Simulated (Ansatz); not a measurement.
# Ca: the cost of one run

Program: Ansatz 0.2.0. Level of theory: DFT PBE, plane waves, PAW, scalar-relativistic, no spin polarisation. These are calculated values, not measurements.

**1. Starting point**

The cell holds 13 atoms (Ca13): a = 7.891 Å, b = 7.891 Å, c = 17.443 Å, α = 90.00°, β = 90.00°, γ = 60.00°.

As a file:

```
CELL_PARAMETERS angstrom
7.89131 0.00000 0.00000
3.94566 6.83408 0.00000
0.00000 0.00000 17.44323
ATOMIC_POSITIONS crystal
Ca 0.16667 0.16667 0.05733
Ca 0.66667 0.16667 0.05733
Ca 0.16667 0.66667 0.05733
Ca 0.66667 0.66667 0.05733
Ca 0.83333 0.33333 0.24202
Ca 0.33333 0.33333 0.24202
Ca 0.83333 0.83333 0.24202
Ca 0.33333 0.83333 0.24202
Ca 0.00000 0.00000 0.42671
Ca 0.50000 0.00000 0.42671
Ca 0.00000 0.50000 0.42671
Ca 0.50000 0.50000 0.42671
Ca 0.32260 0.33932 0.59125
```

**2. Relaxing end A**

File input.yaml:

```yaml
crystal:
  lattice:
    - [7.891312, 0.0, 0.0]
    - [3.945656, 6.834076, 0.0]
    - [0.0, 0.0, 17.443229]
  atoms:
    - { symbol: Ca, position: [0.1666667, 0.1666667, 0.0573288] }
    - { symbol: Ca, position: [0.6666667, 0.1666667, 0.0573288] }
    - { symbol: Ca, position: [0.1666667, 0.6666667, 0.0573288] }
    - { symbol: Ca, position: [0.6666667, 0.6666667, 0.0573288] }
    - { symbol: Ca, position: [-0.1666667, 0.3333333, 0.2420202] }
    - { symbol: Ca, position: [0.3333333, 0.3333333, 0.2420202] }
    - { symbol: Ca, position: [-0.1666667, 0.8333333, 0.2420202] }
    - { symbol: Ca, position: [0.3333333, 0.8333333, 0.2420202] }
    - { symbol: Ca, position: [0.0, 0.0, 0.4267116] }
    - { symbol: Ca, position: [0.5, 0.0, 0.4267116] }
    - { symbol: Ca, position: [0.0, 0.5, 0.4267116] }
    - { symbol: Ca, position: [0.5, 0.5, 0.4267116] }
    - { symbol: Ca, position: [0.3225956, 0.3393163, 0.5912454] }
basis:
  ecutwfc: 420.0
kpoints:
  mp_grid: { grid: [3, 3, 1] }
hamiltonian:
  xc: pbe
scf:
  occupations: { method: fermi_dirac, width: 0.05 }
  lower_state_search: "off"
relax:
  f_tol: 0.03
  max_steps: 60
  adjacent_minimum: "off"
  constraints: [{ sites: [0, 1, 2, 3] }]
```

The run is started by

```sh
> ansatz run input.yaml --threads 4 --pin off --max-ram 10240MiB --backend cpu --events-out ev --progress --plain --runs-dir out
```

Q: Estimate wall time and peak memory on 4 threads of Intel Xeon Platinum 8488C (Sapphire Rapids), shared host.

About 29 s, with a peak of 1.6 GiB.
